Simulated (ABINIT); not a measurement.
# MgS (Niningerite) (Fm-3m) in ABINIT: reference runs

How does MgS (Niningerite) come out in PBEsol? The cell is run as given.

Program: ABINIT 10.8.3 (patched build). These are calculated values, not measurements. Logs are shortened: lines on timing, memory, paths and dates and some standing lists are left out, and cuts for length are marked. The log counts tension as positive stress, the text compression.

## Step 1: The crystal as given

Symmetry: Fm-3m, No. 225, cubic system. The conventional cell has a = 5.203 Å, b = 5.203 Å, c = 5.203 Å, α = 90.00°, β = 90.00°, γ = 90.00°. S (site symmetry m-3m) has 6 Mg at 2.60 Å as nearest neighbours. Around Mg (site symmetry m-3m) lie 6 S at 2.60 Å.

## Step 2: Single point, PBEsol

run.abi

```
# Pseudopotentials
pp_dirpath "./"
pseudos "S.upf, Mg.upf"

# Structure
acell 3*1.0 Angstrom
rprim
     0.0000000000     2.6016500000     2.6016500000
     2.6016500000     0.0000000000     2.6016500000
     2.6016500000     2.6016500000     0.0000000000
ntypat 2
znucl 16 12
natom 2
typat 1 2
xcart
     2.6016500000     2.6016500000     2.6016500000
     0.0000000000     0.0000000000     0.0000000000 Angstrom

# Plane-wave basis
ecut 42.0

# k points
kptopt 1
ngkpt 9 9 9
nshiftk 1
shiftk 0.0 0.0 0.0

# Exchange and correlation
ixc -116133

# Bands and occupations
nband 12
occopt 3
tsmear 0.00183747

# SCF cycle
nstep 100
tolvrs 1.0e-10

# Output
iomode 3
prtwf 0
prtden 0
prteig 0
prtebands 0
enunit 2
```

Potentials or basis: PseudoDojo NC SR PBEsol v0.4.1 standard.

Launch:

```console
> abinit run.abi > log 2>&1
```

run.abo:

```text
.Version 10.8.3 of ABINIT
 Symmetries : space group Fm -3 m (#225); Bravais cF (face-center cubic)
================================================================================
 Values of the parameters that define the memory need of the present run
     intxc =       0    ionmov =       0      iscf =       7    lmnmax =       6
     lnmax =       6     mgfft =      45  mpssoang =       3    mqgrid =    3001
     natom =       2  nloc_mem =       1    nspden =       1   nspinor =       1
    nsppol =       1      nsym =      48    n1xccc =    2501    ntypat =       2
    occopt =       3   xclevel =       2
       mpw =        3111          nfft =       91125          nkpt =          35
================================================================================
================================================================================

--------------------------------------------------------------------------------
------------- Echo of variables that govern the present computation ------------
--------------------------------------------------------------------------------
 -outvars: echo values of preprocessed input variables --------
            acell      1.8897261259E+00  1.8897261259E+00  1.8897261259E+00 Bohr
              amu      3.20660000E+01  2.43050000E+01
             ecut      4.20000000E+01 Hartree
           enunit           2
              ixc     -116133
         kptrlatt        9    0    0      0    9    0      0    0    9
          kptrlen      6.25756321E+01
            natom           2
            nband          12
            ngfft          45      45      45
             nkpt          35
            nstep         100
             nsym          48
           ntypat           2
           occopt           3
           prtden           0
        prtebands           0
           prteig           0
            prtwf           0
            rprim      0.0000000000E+00  2.6016500000E+00  2.6016500000E+00
                       2.6016500000E+00  0.0000000000E+00  2.6016500000E+00
                       2.6016500000E+00  2.6016500000E+00  0.0000000000E+00
          spgroup         225
           tolvrs      1.00000000E-10
           tsmear      1.83747000E-03 Hartree
            typat      1  2
           xangst      2.6016500000E+00  2.6016500000E+00  2.6016500000E+00
                       0.0000000000E+00  0.0000000000E+00  0.0000000000E+00
            xcart      4.9164059755E+00  4.9164059755E+00  4.9164059755E+00
                       0.0000000000E+00  0.0000000000E+00  0.0000000000E+00
             xred      5.0000000000E-01  5.0000000000E-01  5.0000000000E-01
                       0.0000000000E+00  0.0000000000E+00  0.0000000000E+00
            znucl       16.00000   12.00000

================================================================================

 chkinp: Checking input parameters for consistency.

================================================================================
== DATASET  1 ==================================================================

--- !DatasetInfo
iteration_state: {dtset: 1, }
dimensions: {natom: 2, nkpt: 35, mband: 12, nsppol: 1, nspinor: 1, nspden: 1, mpw: 3111, }
cutoff_energies: {ecut:  42.0, pawecutdg:  -1.0, }
electrons: {nelect:   1.60000000E+01, charge:   0.00000000E+00, occopt:   3.00000000E+00, tsmear:   1.83747000E-03, }
meta: {optdriver: 0, ionmov: 0, optcell: 0, iscf: 7, paral_kgb: 0, }
...

 Real(R)+Recip(G) space primitive vectors, cartesian coordinates (Bohr,Bohr^-1):
 R(1)=  0.0000000  4.9164060  4.9164060  G(1)= -0.1017003  0.1017003  0.1017003
 R(2)=  4.9164060  0.0000000  4.9164060  G(2)=  0.1017003 -0.1017003  0.1017003
 R(3)=  4.9164060  4.9164060  0.0000000  G(3)=  0.1017003  0.1017003 -0.1017003
 Unit cell volume ucvol=  2.3766937E+02 bohr^3
 Angles (23,13,12)=  6.00000000E+01  6.00000000E+01  6.00000000E+01 degrees

 getcut: wavevector=  0.0000  0.0000  0.0000  ngfft=  45  45  45
         ecut(hartree)=     42.000   => boxcut(ratio)=   2.16920

--- Pseudopotential description ------------------------------------------------
- pspini: atom type   1  psp file is ./S.upf
12 -116133 2 -1 1146                          pspcod,pspxc,lmax,lloc,mmax
     nproj     2     2     2

- pspini: atom type   2  psp file is ./Mg.upf
12 -116133 1 -1 1510                          pspcod,pspxc,lmax,lloc,mmax
     nproj     2     2     0

   2.86410798E+02                                ecore*ucvol(ha*bohr**3)
--------------------------------------------------------------------------------

================================================================================

--- !BeginCycle
iteration_state: {dtset: 1, }
solver: {iscf: 7, nstep: 100, nline: 4, wfoptalg: 0, }
tolerances: {tolvrs: 1.00E-10, }
...

     iter   Etot(hartree)      deltaE(h)  residm     vres2
 ETOT  1  -70.393269949758    -7.039E+01 8.521E-02 1.675E+02
 ETOT  2  -70.430401483394    -3.713E-02 3.716E-03 9.984E+00
 ETOT  3  -70.431318894951    -9.174E-04 4.534E-04 2.304E-01
 ETOT  4  -70.431328135335    -9.240E-06 4.107E-04 3.142E-03
 ETOT  5  -70.431328240057    -1.047E-07 9.843E-05 9.467E-05
 ETOT  6  -70.431328249041    -8.984E-09 1.015E-04 4.421E-06
 ETOT  7  -70.431328249734    -6.930E-10 2.751E-05 1.013E-07
 ETOT  8  -70.431328249737    -2.700E-12 2.684E-05 3.025E-10
 ETOT  9  -70.431328249736     4.832E-13 8.235E-06 1.047E-12

 At SCF step    9       vres2   =  1.05E-12 < tolvrs=  1.00E-10 =>converged.

 Cartesian components of stress tensor (hartree/bohr^3)
  sigma(1 1)=  3.03875682E-05  sigma(3 2)=  0.00000000E+00
  sigma(2 2)=  3.03875682E-05  sigma(3 1)=  0.00000000E+00
  sigma(3 3)=  3.03875682E-05  sigma(2 1)=  0.00000000E+00

--- !ResultsGS
iteration_state: {dtset: 1, }
comment   : Summary of ground state results
lattice_vectors:
- [  0.0000000,   4.9164060,   4.9164060, ]
- [  4.9164060,   0.0000000,   4.9164060, ]
- [  4.9164060,   4.9164060,   0.0000000, ]
lattice_lengths: [   6.95285,    6.95285,    6.95285, ]
lattice_angles: [ 60.000,  60.000,  60.000, ] # degrees, (23, 13, 12)
lattice_volume:   2.3766937E+02
convergence: {deltae:  4.832E-13, res2:  1.047E-12, residm:  8.235E-06, diffor: null, }
etotal    :  -7.04313282E+01
entropy   :   0.00000000E+00
fermie    :   2.09269463E-01
cartesian_stress_tensor: # hartree/bohr^3
- [  3.03875682E-05,   0.00000000E+00,   0.00000000E+00, ]
- [  0.00000000E+00,   3.03875682E-05,   0.00000000E+00, ]
- [  0.00000000E+00,   0.00000000E+00,   3.03875682E-05, ]
pressure_GPa:  -8.9403E-01
xred      :
- [  5.0000E-01,   5.0000E-01,   5.0000E-01,  S]
- [  0.0000E+00,   0.0000E+00,   0.0000E+00, Mg]
cartesian_forces: # hartree/bohr
- [ -0.00000000E+00,  -0.00000000E+00,  -0.00000000E+00, ]
- [ -0.00000000E+00,  -0.00000000E+00,  -0.00000000E+00, ]
force_length_stats: {min:   0.00000000E+00, max:   0.00000000E+00, mean:   0.00000000E+00, }
...

 Integrated electronic density in atomic spheres:
 ------------------------------------------------
 Atom  Sphere_radius  Integrated_density
    1        2.00000          3.96237323
    2        2.00000          8.26958746
================================================================================

 ----iterations are completed or convergence reached----

 Mean square residual over all n,k,spin=   40.301E-09; max=  82.347E-07
 reduced coordinates (array xred) for    2 atoms
       0.500000000000      0.500000000000      0.500000000000
       0.000000000000      0.000000000000      0.000000000000
 rms dE/dt=  0.0000E+00; max dE/dt=  0.0000E+00; dE/dt below (all hartree)
    1       0.000000000000      0.000000000000      0.000000000000
    2       0.000000000000      0.000000000000      0.000000000000

 cartesian coordinates (angstrom) at end:
    1      2.60165000000000     2.60165000000000     2.60165000000000
    2      0.00000000000000     0.00000000000000     0.00000000000000

 cartesian forces (hartree/bohr) at end:
    1     -0.00000000000000    -0.00000000000000    -0.00000000000000
    2     -0.00000000000000    -0.00000000000000    -0.00000000000000
 frms,max,avg= 0.0000000E+00 0.0000000E+00   0.000E+00  0.000E+00  0.000E+00 h/b

 cartesian forces (eV/Angstrom) at end:
    1     -0.00000000000000    -0.00000000000000    -0.00000000000000
    2     -0.00000000000000    -0.00000000000000    -0.00000000000000
 frms,max,avg= 0.0000000E+00 0.0000000E+00   0.000E+00  0.000E+00  0.000E+00 e/A
 length scales=  1.889726125908  1.889726125908  1.889726125908 bohr
              =  1.000000000000  1.000000000000  1.000000000000 angstroms
 Fermi (or HOMO) energy (hartree) =   0.20927   Average Vxc (hartree)=  -0.36959
 Eigenvalues (hartree) for nkpt=  35  k points:
 kpt#   1, nband= 12, wtk=  0.00137, kpt=  0.0000  0.0000  0.0000 (reduced coord)
  -2.57761   -1.36280   -1.36280   -1.36280   -0.30931    0.15662    0.15662    0.15662
   0.28854    0.44484    0.44484    0.44484
      occupation numbers for kpt#   1
   2.00000    2.00000    2.00000    2.00000    2.00000    2.00000    2.00000    2.00000
   0.00000    0.00000    0.00000    0.00000
 prteigrs : prtvol=0 or 1, do not print more k-points.

 Fermi (or HOMO) energy (eV) =   5.69451   Average Vxc (eV)= -10.05706
 Eigenvalues (   eV  ) for nkpt=  35  k points:
 kpt#   1, nband= 12, wtk=  0.00137, kpt=  0.0000  0.0000  0.0000 (reduced coord)
 -70.14029  -37.08358  -37.08358  -37.08358   -8.41663    4.26195    4.26195    4.26195
   7.85165   12.10472   12.10472   12.10472
 prteigrs : prtvol=0 or 1, do not print more k-points.

--- !EnergyTerms
iteration_state     : {dtset: 1, }
comment             : Components of total free energy in Hartree
kinetic             :  3.78056937931946E+01
hartree             :  2.21661751243146E+01
xc                  : -1.10061688098807E+01
Ewald energy        : -3.83567382364803E+01
psp_core            :  1.20508082874194E+00
local_psp           : -6.56536735555920E+01
non_local_psp       : -1.65916973940343E+01
internal            : -7.04313282497362E+01
'-kT*entropy'       :  6.14388226445390E-16
total_energy        : -7.04313282497362E+01
total_energy_eV     : -1.91653407682105E+03
band_energy         : -1.34006514641422E+01
...

 Cartesian components of stress tensor (hartree/bohr^3)
  sigma(1 1)=  3.03875682E-05  sigma(3 2)=  0.00000000E+00
  sigma(2 2)=  3.03875682E-05  sigma(3 1)=  0.00000000E+00
  sigma(3 3)=  3.03875682E-05  sigma(2 1)=  0.00000000E+00

-Cartesian components of stress tensor (GPa)         [Pressure= -8.9403E-01 GPa]
- sigma(1 1)=  8.94033123E-01  sigma(3 2)=  0.00000000E+00
- sigma(2 2)=  8.94033123E-01  sigma(3 1)=  0.00000000E+00
- sigma(3 3)=  8.94033123E-01  sigma(2 1)=  0.00000000E+00

== END DATASET(S) ==============================================================
================================================================================

 -outvars: echo values of variables after computation  --------
            acell      1.8897261259E+00  1.8897261259E+00  1.8897261259E+00 Bohr
           etotal     -7.0431328250E+01
            fcart     -0.0000000000E+00 -0.0000000000E+00 -0.0000000000E+00
                      -0.0000000000E+00 -0.0000000000E+00 -0.0000000000E+00
            rprim      0.0000000000E+00  2.6016500000E+00  2.6016500000E+00
                       2.6016500000E+00  0.0000000000E+00  2.6016500000E+00
                       2.6016500000E+00  2.6016500000E+00  0.0000000000E+00
           strten      3.0387568192E-05  3.0387568192E-05  3.0387568192E-05
                       0.0000000000E+00  0.0000000000E+00  0.0000000000E+00
           xangst      2.6016500000E+00  2.6016500000E+00  2.6016500000E+00
                       0.0000000000E+00  0.0000000000E+00  0.0000000000E+00
             xred      5.0000000000E-01  5.0000000000E-01  5.0000000000E-01
                       0.0000000000E+00  0.0000000000E+00  0.0000000000E+00
 Calculation completed.
```

Wall time 29 s (1 thread of Intel Xeon 6975P-C (Granite Rapids), shared host); peak memory 0.1 GiB.

What came out:

```
Free energy                                           : -1916.5341 eV
Pressure                                              : -0.9 GPa
Band gap on the k mesh                                : 2.83 eV, indirect (least direct gap 3.59 eV)
Valence electrons inside the program's atomic spheres : S 3.96; Mg 8.27
```

Levels at points of the mesh, in eV from the valence-band top:
| k point | band 5 | band 6 | band 7 | band 8 | band 9 | band 10 | band 11 | band 12 |
| --- | --- | --- | --- | --- | --- | --- | --- | --- |
| (0.00, 0.00, 0.00) | -12.68 | 0.00 | 0.00 | 0.00 | 3.59 | 7.84 | 7.84 | 7.84 |

Caveat: an odd mesh through Γ misses points on the zone boundary, where band edges often lie.
